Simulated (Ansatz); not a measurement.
The following input was run with Ansatz 0.2.0.

```yaml
crystal:
  lattice:
    - [9.0, 0.0, 0.0]
    - [0.0, 9.3, 0.0]
    - [0.0, 0.0, 4.4675273633]
  atoms:
    - { symbol: Zn, position: [0.5, 0.5, 0.0], spin: 0.5 }
    - { symbol: Se, position: [0.5, 0.5, 0.5], spin: 0.5 }
basis:
  ecutwfc: 420
kpoints:
  mp_grid: { grid: [1, 1, 15] }
hamiltonian:
  xc: pbe
scf:
  occupations: { method: gaussian, width: 0.05 }
output:
  forces: true
  stress: true
  eigenvalues: true
  populations: true
  write_density: true
  write_potential: true
  elf: true
  volumetric_format: npy
magnetization:
  spin_polarized: true
relax:
  adjacent_minimum: "off"
  f_tol: 0.01
  max_steps: 45
  cell: { fix: [a, b, alpha, beta, gamma], stress_tol: 0.03 }
```

Run as
```bash
ansatz run input.yaml --threads 2 --pin off --max-ram 5120MiB --backend cpu --events-out ev --progress --plain --runs-dir out
```

The calculation used DFT PBE, scalar-relativistic, plane waves, PAW in Ansatz 0.2.0.

Abridged output:

```
Pseudopotentials: kind: paw
Pseudopotential: Zn, paw, valence charge 12, recommended cutoff 420 eV (normal)
Pseudopotential: Se, paw, valence charge 16, recommended cutoff 420 eV (normal)
Functional definition: PBE
Crystal: 2 atoms, lattice volume = 373.932 Å³
Basis set: ecut = 420 eV, 7315 PW (Γ), exchange–correlation on 128×128×60 points (8 copies of the dense FFT grid, shifted against one another)
Bands: 19, of which v1, the nominal top of the filled ones, is band 14 counted from 1 (13 counted from 0)
Symmetry: 8 space group operations
Space group: Pmmm (ITA 47), of the structure as read, at distance tolerance 7.2e-5 Å
Magnetic group: BNS 47.249 (UNI 347), of the structure as read, at distance tolerance 7.2e-5 Å
k-points: 8 of 15
Initial density: superposition of atomic densities (neutral atoms: chi_scale 0, normalization atom)
Starting moments: Σ|m| = 1 μB on 2 of 2 sites
Initial wavefunctions: pseudopotential atomic-orbital guess
Functional: x = pbe(κ = 0.804, μ = 0.21951497), c = pbe(β = 0.06672455)
SCF iter   1: F=—  HF=-8788.426846 eV  |F-HF|=—  |Δ(HF+E_count)|=         —  Δρ=1.96e-2 (↑1.96e-2 ↓1.54e-2) dr2=2.71e0  dr2_m=8.17e-1  M=0.000 μB ∫|m|=0.049 μB  β_m=0.30  ethr=3.10e-3  ⟨swp⟩=6.1  Hψ=1593  notcnv=0
spin=Collinear: Resta preconditioning applied to the charge; magnetization (m = ρ↑ − ρ↓) channel mixes plain (no charge-response kernel on spin).
SCF iter   2: F=—  HF=-8787.719635 eV  |F-HF|=—  |Δ(HF+E_count)|=   7.07e-1  Δρ=1.23e-2 (↑1.12e-2 ↓1.23e-2) dr2=5.53e-1  dr2_m=4.11e-1  M=0.000 μB ∫|m|=0.034 μB  β_m=0.30  ethr=3.10e-3  ⟨swp⟩=2.8  Hψ=663  notcnv=0  defer=16
SCF iter   3: F=—  HF=-8787.568263 eV  |F-HF|=—  |Δ(HF+E_count)|=   1.51e-1  Δρ=8.29e-3 (↑7.66e-3 ↓8.29e-3) dr2=5.69e-2  dr2_m=2.05e-1  M=0.000 μB ∫|m|=0.026 μB  β_m=0.30  ethr=1.98e-3  ⟨swp⟩=2.0  Hψ=556  notcnv=0  defer=16
SCF iter   4: F=—  HF=-8787.570045 eV  |F-HF|=—  |Δ(HF+E_count)|=   1.78e-3  Δρ=5.74e-3 (↑5.35e-3 ↓5.74e-3) dr2=1.13e-2  dr2_m=1.02e-1  M=0.000 μB ∫|m|=0.019 μB  β_m=0.30  ethr=2.03e-4  ⟨swp⟩=2.9  Hψ=646  notcnv=0  defer=16
SCF iter   5: F=—  HF=-8787.576517 eV  |F-HF|=—  |Δ(HF+E_count)|=   6.47e-3  Δρ=3.99e-3 (↑3.73e-3 ↓3.99e-3) dr2=4.22e-4  dr2_m=5.10e-2  M=0.000 μB ∫|m|=0.015 μB  β_m=0.30  ethr=4.03e-5  ⟨swp⟩=2.2  Hψ=565  notcnv=0  defer=16
SCF iter   6: F=—  HF=-8787.579068 eV  |F-HF|=—  |Δ(HF+E_count)|=   2.55e-3  Δρ=2.78e-3 (↑2.67e-3 ↓2.78e-3) dr2=1.39e-4  dr2_m=2.54e-2  M=0.000 μB ∫|m|=0.011 μB  β_m=0.30  ethr=1.51e-6  ⟨swp⟩=2.0  Hψ=521  notcnv=0  defer=16
Mixer restart at iter 6: flushing history
spin-set hold released at iteration 6 (site moments contracting): the magnetisation degrees of freedom join the quasi-Newton model from the next iteration; the mixer history was flushed
SCF iter   7: F=—  HF=-8787.580478 eV  |F-HF|=—  |Δ(HF+E_count)|=   1.41e-3  Δρ=1.96e-3 (↑1.89e-3 ↓1.96e-3) dr2=5.25e-5  dr2_m=1.27e-2  M=0.000 μB ∫|m|=0.009 μB  β_m=0.65  ethr=4.96e-7  ⟨swp⟩=1.8  Hψ=383  notcnv=0  defer=16
SCF iter   8: F=—  HF=-8787.581937 eV  |F-HF|=—  |Δ(HF+E_count)|=   1.46e-3  Δρ=4.76e-5 (↑3.20e-5 ↓4.76e-5) dr2=9.60e-6  dr2_m=2.37e-6  M=0.000 μB ∫|m|=0.001 μB  β_m=0.64  ethr=1.87e-7  ⟨swp⟩=2.0  Hψ=514  notcnv=0  defer=16
SCF iter   9: F=—  HF=-8787.581938 eV  |F-HF|=—  |Δ(HF+E_count)|=   1.04e-6  Δρ=4.03e-5 (↑4.03e-5 ↓2.86e-5) dr2=9.65e-6  dr2_m=5.76e-7  M=0.000 μB ∫|m|=0.001 μB  β_m=0.53  ethr=3.43e-8  ⟨swp⟩=2.0  Hψ=432  notcnv=0  defer=16
SCF iter  10: F=—  HF=-8787.581933 eV  |F-HF|=—  |Δ(HF+E_count)|=   5.15e-6  Δρ=1.10e-5 (↑1.04e-5 ↓1.10e-5) dr2=4.93e-8  dr2_m=3.79e-7  M=0.000 μB ∫|m|=0.001 μB  β_m=0.74  ethr=3.57e-10  ⟨swp⟩=13.3  Hψ=2348  notcnv=0
SCF iter  11: F=—  HF=-8787.581933 eV  |F-HF|=—  |Δ(HF+E_count)|=   4.07e-7  Δρ=2.30e-6 (↑2.30e-6 ↓8.16e-7) dr2=1.95e-8  dr2_m=7.44e-9  M=0.000 μB ∫|m|=0.000 μB  β_m=0.67  ethr=1.76e-10  ⟨swp⟩=8.9  Hψ=1954  notcnv=0
SCF iter  12: F=—  HF=-8787.581933 eV  |F-HF|=—  |Δ(HF+E_count)|=   2.51e-9  Δρ=6.74e-7 (↑4.77e-7 ↓6.74e-7) dr2=3.70e-10  dr2_m=1.09e-9  M=0.000 μB ∫|m|=0.000 μB  β_m=0.78  ethr=6.95e-11  ⟨swp⟩=7.6  Hψ=1714  notcnv=0
SCF iter  13: F=—  HF=-8787.581933 eV  |F-HF|=—  |Δ(HF+E_count)|=   2.04e-9  Δρ=1.24e-7 (↑8.56e-8 ↓1.24e-7) dr2=1.15e-11  dr2_m=3.45e-11  M=0.000 μB ∫|m|=0.000 μB  β_m=0.71  ethr=1.32e-12  ⟨swp⟩=7.1  Hψ=1601  notcnv=0
SCF iter  14: F=-8787.581933 eV  HF=-8787.581933 eV  |F-HF|=1.82e-12  |Δ(HF+E_count)|=  2.00e-11  Δρ=2.74e-8 (↑2.38e-8 ↓2.74e-8) dr2=1.22e-12  dr2_m=1.98e-12  M=0.000 μB ∫|m|=0.000 μB  ethr=1.00e-12  ⟨swp⟩=5.0  Hψ=1264  notcnv=0
WARN: the starting moments were not kept: the SCF closed with an absolute magnetisation of 1.7e-6 μB, where they sum to 1 μB in size (2 sites). That is at most 0.1 of that sum. Measured as dr2_m measures the in/out step, that magnetisation stands 2.9e-13 eV from none, at or under the dr2_threshold of 1.0e-7 eV: it is no larger than a step whose dr2_m would equal this threshold. The system may hold no moment; this SCF shows only that its start led to no more than that. To try another start: raise the starting moments (crystal.atoms[].spin, magnetization.per_species, magnetization.initial_magnetization, or on a non-collinear deck that types none of these the spinor_matrix: blocks that start it ...
SCF 1 converged in 14 iterations: F = -8787.581933 eV  dr2 = 1.22e-12
relax step   1: F+E_penalty+E_count = -8787.58193338 eV  Δ(F+E_penalty+E_count) = +0.000e0 eV  max|allowed force component| = 0.000e0 eV/Å  Δτ_max = 0.0000 Å  P = -0.221 GPa  Ω = 373.932 Å³  fix = [a, b, alpha, beta, gamma]  reactions: a +0.012, b +0.008 GPa (14 SCF iters, accepted)
Crystal: 2 atoms, lattice volume = 371.134 Å³
Basis set: ecut = 420 eV, 7255 PW (Γ), exchange–correlation on 128×128×60 points (8 copies of the dense FFT grid, shifted against one another)
Initial density: handed on by an earlier stage of this run
Starting moments: Σ|m| = 1 μB on 2 of 2 sites; this step starts from the density that it was given
Initial wavefunctions: those handed on with the density
SCF iter   1: F=—  HF=-8787.590864 eV  |F-HF|=—  |Δ(HF+E_count)|=         —  Δρ=2.25e-4 (↑2.25e-4 ↓2.03e-4) dr2=4.68e-4  dr2_m=3.27e-5  M=0.000 μB ∫|m|=0.001 μB  β_m=0.30  ethr=1.22e-6  ⟨swp⟩=3.5  Hψ=1680  notcnv=0
spin=Collinear: Resta preconditioning applied to the charge; magnetization (m = ρ↑ − ρ↓) channel mixes plain (no charge-response kernel on spin).
SCF iter   2: F=—  HF=-8787.590754 eV  |F-HF|=—  |Δ(HF+E_count)|=   1.10e-4  Δρ=1.27e-4 (↑1.27e-4 ↓1.21e-4) dr2=1.52e-4  dr2_m=1.61e-5  M=0.000 μB ∫|m|=0.001 μB  β_m=0.48  ethr=1.22e-6  ⟨swp⟩=2.8  Hψ=468  notcnv=0
SCF iter   3: F=—  HF=-8787.590725 eV  |F-HF|=—  |Δ(HF+E_count)|=   2.87e-5  Δρ=5.56e-5 (↑5.56e-5 ↓4.45e-5) dr2=1.81e-5  dr2_m=1.53e-6  M=0.000 μB ∫|m|=0.000 μB  β_m=0.46  ethr=5.42e-7  ⟨swp⟩=2.0  Hψ=448  notcnv=0
SCF iter   4: F=-8787.590719 eV  HF=-8787.590719 eV  |F-HF|=5.50e-8  |Δ(HF+E_count)|=   6.04e-6  Δρ=7.89e-6 (↑7.89e-6 ↓4.81e-6) dr2=1.66e-7  dr2_m=1.05e-7  M=0.000 μB ∫|m|=0.000 μB  β_m=0.49  ethr=7.14e-10  ⟨swp⟩=9.0  Hψ=2314  notcnv=0
SCF iter   5: F=-8787.590719 eV  HF=-8787.590719 eV  |F-HF|=1.11e-8  |Δ(HF+E_count)|=   1.16e-8  Δρ=3.94e-6 (↑3.94e-6 ↓1.98e-6) dr2=5.18e-8  dr2_m=1.83e-8  M=0.000 μB ∫|m|=0.000 μB  β_m=0.63  ethr=5.92e-10  ⟨swp⟩=5.3  Hψ=1784  notcnv=0
SCF iter   6: F=-8787.590719 eV  HF=-8787.590719 eV  |F-HF|=1.70e-9  |Δ(HF+E_count)|=   1.61e-8  Δρ=4.82e-7 (↑4.82e-7 ↓3.92e-7) dr2=1.19e-9  dr2_m=3.33e-10  M=0.000 μB ∫|m|=0.000 μB  β_m=0.72  ethr=1.85e-10  ⟨swp⟩=5.2  Hψ=1695  notcnv=0
SCF iter   7: F=-8787.590719 eV  HF=-8787.590719 eV  |F-HF|=3.09e-11  |Δ(HF+E_count)|=   2.01e-9  Δρ=9.55e-8 (↑9.55e-8 ↓8.99e-8) dr2=3.92e-11  dr2_m=1.51e-11  M=0.000 μB ∫|m|=0.000 μB  ethr=4.25e-12  ⟨swp⟩=4.1  Hψ=1495  notcnv=0
the starting moments were not kept: the SCF closed with an absolute magnetisation of 2.8e-6 μB, where they sum to 1 μB in size (2 sites). That is at most 0.1 of that sum. Measured as dr2_m measures the in/out step, that magnetisation stands 1.1e-12 eV from none, at or under the dr2_threshold of 2.0e-7 eV: it is no larger than a step whose dr2_m would equal this threshold.
SCF 2 converged in 7 iterations: F = -8787.590719 eV  dr2 = 3.92e-11
relax step   2: F+E_penalty+E_count = -8787.59071934 eV  Δ(F+E_penalty+E_count) = -8.786e-3 eV  max|allowed force component| = 1.104e-29 eV/Å  Δτ_max = 0.0000 Å  P = -0.095 GPa  Ω = 371.134 Å³  energy of the carried Pulay correction = +1.174e-4 eV  fix = [a, b, alpha, beta, gamma]  reactions: a +0.012, b +0.008 GPa (7 SCF iters, dr2 threshold 2.00e-7 eV, accepted)
Crystal: 2 atoms, lattice volume = 368.890 Å³
Basis set: ecut = 420 eV, 7203 PW (Γ), exchange–correlation on 128×128×60 points (8 copies of the dense FFT grid, shifted against one another)
SCF iter   1: F=—  HF=-8787.592901 eV  |F-HF|=—  |Δ(HF+E_count)|=         —  Δρ=1.85e-4 (↑1.85e-4 ↓1.66e-4) dr2=3.11e-4  dr2_m=2.14e-5  M=0.000 μB ∫|m|=0.001 μB  β_m=0.30  ethr=8.59e-7  ⟨swp⟩=3.0  Hψ=1640  notcnv=0
spin=Collinear: Resta preconditioning applied to the charge; magnetization (m = ρ↑ − ρ↓) channel mixes plain (no charge-response kernel on spin).
SCF iter   2: F=—  HF=-8787.592828 eV  |F-HF|=—  |Δ(HF+E_count)|=   7.39e-5  Δρ=1.04e-4 (↑1.04e-4 ↓9.91e-5) dr2=1.01e-4  dr2_m=1.06e-5  M=0.000 μB ∫|m|=0.000 μB  β_m=0.48  ethr=8.59e-7  ⟨swp⟩=2.5  Hψ=456  notcnv=0
SCF iter   3: F=—  HF=-8787.592814 eV  |F-HF|=—  |Δ(HF+E_count)|=   1.36e-5  Δρ=4.57e-5 (↑4.57e-5 ↓3.66e-5) dr2=1.22e-5  dr2_m=1.00e-6  M=0.000 μB ∫|m|=0.000 μB  β_m=0.46  ethr=3.61e-7  ⟨swp⟩=2.0  Hψ=448  notcnv=0
SCF iter   4: F=-8787.592810 eV  HF=-8787.592810 eV  |F-HF|=2.54e-8  |Δ(HF+E_count)|=   4.12e-6  Δρ=6.39e-6 (↑6.39e-6 ↓3.86e-6) dr2=1.12e-7  dr2_m=6.71e-8  M=0.000 μB ∫|m|=0.000 μB  β_m=0.49  ethr=7.14e-10  ⟨swp⟩=8.7  Hψ=2297  notcnv=0
SCF iter   5: F=-8787.592810 eV  HF=-8787.592810 eV  |F-HF|=6.02e-9  |Δ(HF+E_count)|=   5.31e-9  Δρ=3.19e-6 (↑3.19e-6 ↓1.60e-6) dr2=3.39e-8  dr2_m=1.20e-8  M=0.000 μB ∫|m|=0.000 μB  β_m=0.63  ethr=4.00e-10  ⟨swp⟩=5.1  Hψ=1830  notcnv=0
SCF iter   6: F=-8787.592810 eV  HF=-8787.592810 eV  |F-HF|=1.15e-9  |Δ(HF+E_count)|=   9.33e-9  Δρ=4.10e-7 (↑4.10e-7 ↓3.42e-7) dr2=8.98e-10  dr2_m=2.39e-10  M=0.000 μB ∫|m|=0.000 μB  β_m=0.72  ethr=1.21e-10  ⟨swp⟩=5.3  Hψ=1693  notcnv=0
SCF iter   7: F=-8787.592810 eV  HF=-8787.592810 eV  |F-HF|=2.18e-11  |Δ(HF+E_count)|=   1.40e-9  Δρ=8.02e-8 (↑8.02e-8 ↓7.50e-8) dr2=2.84e-11  dr2_m=9.92e-12  M=0.000 μB ∫|m|=0.000 μB  ethr=3.21e-12  ⟨swp⟩=4.0  Hψ=1488  notcnv=0
the starting moments were not kept: the SCF closed with an absolute magnetisation of 2.2e-6 μB, where they sum to 1 μB in size (2 sites). That is at most 0.1 of that sum. Measured as dr2_m measures the in/out step, that magnetisation stands 7.2e-13 eV from none, at or under the dr2_threshold of 2.0e-7 eV: it is no larger than a step whose dr2_m would equal this threshold.
SCF 3 converged in 7 iterations: F = -8787.592810 eV  dr2 = 2.84e-11
relax step   3: F+E_penalty+E_count = -8787.59280983 eV  Δ(F+E_penalty+E_count) = -2.090e-3 eV  max|allowed force component| = 1.104e-29 eV/Å  Δτ_max = 0.0000 Å  P = +0.014 GPa  Ω = 368.890 Å³  energy of the carried Pulay correction = +2.122e-4 eV  fix = [a, b, alpha, beta, gamma]  reactions: a +0.012, b +0.008 GPa (7 SCF iters, dr2 threshold 2.00e-7 eV, accepted)
Initial wavefunctions: pseudopotential atomic-orbital guess (no wavefunctions were taken with the density)
SCF iter   1: F=—  HF=-8787.592579 eV  |F-HF|=—  |Δ(HF+E_count)|=         —  Δρ=5.05e-6 (↑5.05e-6 ↓5.02e-6) dr2=1.16e-7  dr2_m=9.87e-12  M=0.000 μB ∫|m|=0.000 μB  β_m=0.30  ethr=3.43e-6  ⟨swp⟩=2.2  Hψ=2304  notcnv=0
spin=Collinear: Resta preconditioning applied to the charge; magnetization (m = ρ↑ − ρ↓) channel mixes plain (no charge-response kernel on spin).
SCF iter   2: F=—  HF=-8787.592600 eV  |F-HF|=—  |Δ(HF+E_count)|=   2.03e-5  Δρ=4.81e-6 (↑4.80e-6 ↓4.81e-6) dr2=1.19e-7  dr2_m=5.74e-12  M=0.000 μB ∫|m|=0.000 μB  β_m=0.45  ethr=4.14e-10  ⟨swp⟩=3.0  Hψ=582  notcnv=0
SCF iter   3: F=—  HF=-8787.592600 eV  |F-HF|=—  |Δ(HF+E_count)|=   5.00e-8  Δρ=1.68e-6 (↑1.68e-6 ↓1.67e-6) dr2=1.47e-8  dr2_m=1.49e-12  M=0.000 μB ∫|m|=0.000 μB  β_m=0.50  ethr=4.14e-10  ⟨swp⟩=2.6  Hψ=496  notcnv=0
SCF iter   4: F=—  HF=-8787.592600 eV  |F-HF|=—  |Δ(HF+E_count)|=   5.82e-9  Δρ=3.89e-7 (↑3.89e-7 ↓3.77e-7) dr2=1.89e-9  dr2_m=1.79e-13  M=0.000 μB ∫|m|=0.000 μB  β_m=0.52  ethr=5.26e-11  ⟨swp⟩=2.0  Hψ=448  notcnv=0
SCF iter   5: F=—  HF=-8787.592600 eV  |F-HF|=—  |Δ(HF+E_count)|=  3.40e-10  Δρ=1.88e-7 (↑1.88e-7 ↓1.83e-7) dr2=3.58e-10  dr2_m=5.44e-14  M=0.000 μB ∫|m|=0.000 μB  β_m=0.57  ethr=6.77e-12  ⟨swp⟩=2.3  Hψ=417  notcnv=0
SCF iter   6: F=—  HF=-8787.592600 eV  |F-HF|=—  |Δ(HF+E_count)|=  5.42e-10  Δρ=8.19e-8 (↑8.19e-8 ↓7.85e-8) dr2=8.58e-11  dr2_m=1.73e-14  M=0.000 μB ∫|m|=0.000 μB  β_m=0.71  ethr=1.28e-12  ⟨swp⟩=2.0  Hψ=447  notcnv=0
SCF iter   7: F=-8787.592600 eV  HF=-8787.592600 eV  |F-HF|=1.82e-12  |Δ(HF+E_count)|=  1.27e-11  Δρ=1.78e-8 (↑1.73e-8 ↓1.78e-8) dr2=5.33e-12  dr2_m=3.98e-16  M=0.000 μB ∫|m|=0.000 μB  ethr=1.00e-12  ⟨swp⟩=4.1  Hψ=1408  notcnv=0
the starting moments were not kept: the SCF closed with an absolute magnetisation of 1.6e-8 μB, where they sum to 1 μB in size (2 sites). That is at most 0.1 of that sum. Measured as dr2_m measures the in/out step, that magnetisation stands 4.0e-17 eV from none, at or under the dr2_threshold of 7.2e-12 eV: it is no larger than a step whose dr2_m would equal this threshold.
SCF 4 converged in 7 iterations: F = -8787.592600 eV  dr2 = 5.33e-12
WARN: The output density's exchange-correlation potential varies sharply where the density is thin. Do not read a vacuum level from v_tot or v_xc, or from such a field of the output density. On a cell that repeats whose density bears no net charge and no dipole along the vacuum's axis use v_es (v_loc + v_h of the components); under efield.dipole_correction with no amplitude use v_es + v_field, which holds any external_charges[].barrier, or the levels of the report's work_function block, which leave it out; under a non-zero efield.amplitude the vacuum is tilted and has no level; on a cell that repeats and bears such a dipole with no correction it is tilted too, and efield.dipole_correction wi ...
SCF converged after 7 iterations
Magnetization: 0.0000 μB (14.0000 up, 14.0000 down)
Absolute magnetization: 0.0000 μB (∫|ρ↑−ρ↓|, with the PAW one-centre terms)
Spin contamination: 0.0000 ħ² per cell (⟨S²⟩ above its minimum at these occupations)
Per-site moments (μB) at R_I (Å): [(0.0, 0.90900292), (4.15429022e-9, 0.90900292)]
Free energy (F): -8787.592600 eV
Harris-Foulkes:  -8787.592600 eV  (|F-HF|=1.82e-12)
Internal energy: -8787.592600 eV  (E = F + TS)
E sigma→0 (E₀):  -8787.592600 eV
Fermi energy:    -3.907965 eV
--- Per-component energies (eV) ---
  E_band       = -684.586276
  E_kinetic    = 248.240553
  E_local      = -9439.274008  (includes V_loc(G=0)·N_el)
  E_nonlocal   = 18.453379
  E_hartree    = 4406.996181
  E_xc         = -239.332497
  E_vxc        = -147.231974  (∫ρ·V_xc dr)
  E_paw        = -3739.760334  (= ΣΔE_a)
  E_vpaw       = -178.765461  (= ΣTr[D̂ρ^β])
  E_aug_tail   = -0.000928  (compensation charges beyond the density's cutoff)
  E_ewald      = -42.914945
  E_smearing   =  0.000000  (= −TS)
--- Forces (eV/Å), atoms counted from 1 ---
  atom   1  Zn     0.00000000     0.00000000     0.00000000
  atom   2  Se     0.00000000     0.00000000     0.00000000
--- Stress (GPa, compression-positive) ---
        0.011854       0.000000       0.000000
        0.000000       0.007938       0.000000
        0.000000       0.000000       0.022864
  P = ⅓ Tr σ = 0.0142 GPa (0.142 kbar)
--- Band table (eV; the first three rows and the last of 16) ---
  k-point 0 ↑: bands = ["-50.5702", "-50.4898", "-50.4897", "-50.3237", "-50.3237", "-16.4862", "-11.2384", "-11.2384", "-11.1209", "-11.1208", "-10.8276", "-7.0987", "-5.2532", "-5.2525", "-3.5060", "0.6275", "1.6904", "1.7491", "1.8444"]
  k-point 1 ↑: bands = ["-50.5702", "-50.4898", "-50.4896", "-50.3237", "-50.3237", "-16.4623", "-11.2427", "-11.2427", "-11.1208", "-11.1208", "-10.8740", "-7.2514", "-5.2211", "-5.2204", "-3.2373", "0.6643", "1.6171", "1.6669", "1.8784"]
  k-point 2 ↑: bands = ["-50.5700", "-50.4898", "-50.4896", "-50.3237", "-50.3237", "-16.3926", "-11.2548", "-11.2547", "-11.1206", "-11.1206", "-11.0132", "-7.5906", "-5.1273", "-5.1267", "-2.5517", "0.7763", "1.3710", "1.4012", "1.9805"]
  k-point 7 ↓: bands = ["-50.5687", "-50.4897", "-50.4896", "-50.3237", "-50.3237", "-15.7887", "-12.2196", "-11.3331", "-11.3330", "-11.1193", "-11.1193", "-8.5909", "-4.3144", "-4.3139", "-0.5644", "-0.5603", "1.7692", "2.2832", "3.4951"]
--- Relaxed structure (3 steps of the walk, 3 accepted, 1 SCFs on fresh bases) ---
  F+E_penalty+E_count = -8787.59259959 eV   max|allowed force component| = 0.000e0 eV/Å   (the final SCF, on the basis selected at the relaxed cell)
  cell:  # Å, volume = 368.8899 Å³
    - [9.0, 0.0, 0.0]
    - [0.0, 9.3, 0.0]
    - [0.0, 0.0, 4.40728690]
  atoms:
    - { symbol: Zn, position: [0.5, 0.5, 0.0] }
    - { symbol: Se, position: [0.5, 0.5, 0.5] }
--- Löwdin populations: 2 sites ---
  site symbol q [e]    m [muB]
     0     Zn     10.6680     0.0000
     1     Se     17.1429     0.0000
  spilling = 0.006752 (of n_electrons = 28.000000)
```

The relaxation met its thresholds.

Time: 25 s on 2 threads of Arm Neoverse V1, with other jobs on the host, peak memory 0.59 GiB.